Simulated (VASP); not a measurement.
Something may be wrong with this VASP 6.6.1 calculation of Te2Mo.

Contents of INCAR:

```
SYSTEM = Te2Mo
ALGO = Fast
EDIFF = 1E-6
EDIFFG = -0.01
ENCUT = 600
GGA = RE
IBRION = 2
ISIF = 3
ISMEAR = -1
LASPH = .True.
LCHARG = .False.
LREAL = .False.
LWAVE = .False.
NELECT = 56.0
NELM = 55
NSW = 30
PREC = Accurate
SIGMA = 0.05
```

File KPOINTS:

```
k-points
0
Gamma
  7 7 2
  0 0 0
```

Contents of POSCAR:

```
Te2Mo
1.0
    3.5182000000      0.0000000000      0.0000000000
   -1.7591000000      3.0468505756      0.0000000000
    0.0000000000      0.0000000000     13.9736000000
Te Mo
4 2
Direct
    0.6666666667      0.3333333333      0.3790000000
    0.3333333333      0.6666666667      0.8790000000
    0.6666666667      0.3333333333      0.1210000000
    0.3333333333      0.6666666667      0.6210000000
    0.6666666667      0.3333333333      0.7500000000
    0.3333333333      0.6666666667      0.2500000000
```

Potentials or basis: VASP PAW PBE potentials, release 64 (Te, Mo_sv).

Command:

```bash
$ cat potpaw_PBE.64/Te/POTCAR potpaw_PBE.64/Mo_sv/POTCAR > POTCAR
$ mpirun -np 1 vasp_std > vasp.out
```

OUTCAR:

```text
SYSTEM = Te2Mo
   EDIFF = 1E-6
   EDIFFG = -0.01
   ENCUT = 600
   GGA = RE
   IBRION = 2
   ISIF = 3
   ISMEAR = -1
   LASPH = .True.
   LREAL = .False.
   NELECT = 56.0
   NELM = 55
   NSW = 30
   PREC = Accurate

[... 833 lines left out ...]
  --------------------------------------------------------------------------------------
  -------------------------------------------------------------------------------------
  Total        6.5392161      6.5392161      3.8225673      0.0000000     -0.0000000      0.0000000
  in kB       21.5009859     21.5009859     12.5686268      0.0000000     -0.0000000      0.0000000
  external PRESSURE =      18.5235328 kB  Pullay stress =       0.0000000 kB

 VOLUME and BASIS-vectors are now :
 -----------------------------------------------------------------------------
  energy-cutoff  :      600.00
  volume of cell :      487.28
      direct lattice vectors                 reciprocal lattice vectors
     5.203528454 -0.000000000 -0.000000000     0.192177291  0.110953610  0.000000000
    -2.601764227  4.506387831  0.000000000     0.000000000  0.221907221  0.000000000
    -0.000000000 -0.000000000 20.780280141     0.000000000  0.000000000  0.048122547

 POSITION                                       TOTAL-FORCE (eV/Angst)
 -----------------------------------------------------------------------------------
      2.60176      1.50213      7.95059         0.000000      0.000000     -0.855824
     -0.00000      3.00426     18.34073         0.000000      0.000000     -0.855824
      2.60176      1.50213      2.43955        -0.000000     -0.000000      0.855824
     -0.00000      3.00426     12.82969        -0.000000     -0.000000      0.855824
      2.60176      1.50213     15.58521         0.000000     -0.000000     -0.000000
     -0.00000      3.00426      5.19507        -0.000000      0.000000     -0.000000
 -----------------------------------------------------------------------------------
    total drift:                               -0.000001      0.000000     -0.000000

  FREE ENERGIE OF THE ION-ELECTRON SYSTEM (eV)
  ---------------------------------------------------
  free  energy   TOTEN  =       -12.8181741239 eV

  energy  without entropy=      -12.4188269281  energy(sigma->0) =      -12.61850053
```

On the terminal:

```text
POSCAR found type information on POSCAR TeMo
 POSCAR found :  2 types and       6 ions
[... 63 lines left out ...]

 deleting file STOPCAR
```

Q: How did it end, and where is the flaw?

A: The run was cut off at its time limit. The input holds a flaw that was put in on purpose: wrong number of electrons (NELECT = 56).
